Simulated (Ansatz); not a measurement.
SiO2:

```xyz
12
Lattice="4.9756 0.0000 0.0000 0.0000 4.9756 0.0000 0.0000 0.0000 6.9009" Properties=species:S:1:pos:R:3 pbc="T T T"
Si    3.9966    3.9966    3.4504
Si    3.4668    1.5088    1.7252
Si    1.5088    3.4668    5.1757
Si    0.9790    0.9790    0.0000
O     3.7902    0.5492    2.9815
O     4.4263    1.1854    0.4690
O     0.5492    3.7902    3.9194
O     1.3024    1.9386    5.6446
O     1.1854    4.4263    6.4319
O     3.6732    3.0370    2.1942
O     1.9386    1.3024    1.2562
O     3.0370    3.6732    4.7067
```

The cell comes from a database or a generator and needn't be the stable form of this composition.

Base run:

```yaml
Program: Ansatz 0.2.0
Functional: PBEsol
Potentials_or_basis: Ansatz PAW
Cutoff: "420 eV (not typed: the program's choice for these potentials)"
k_mesh: 6 × 6 × 4
Occupations: fermi-dirac, width 0.05 eV
Spin: no spin polarisation
```

Its results: band gap on the k mesh 5.67 eV, direct; pressure 2.4 GPa; largest force 0.157 eV/Å.

**Question.** The run is repeated on the same cell with these changes: functional from PBEsol to PBE; cutoff from 420 eV (not typed: the program's choice for these potentials) to 800 eV. What comes out?

**Answer.** Band gap on the k mesh 5.73 eV, direct; pressure 4.8 GPa; largest force 0.278 eV/Å.

PBE binds less tightly than PBEsol, so the same cell stands under more pressure.

Caveats: the PAW data sets come from PBE, with cores solved anew for the run's functional, which leaves a small shift of forces and pressure (some runs).
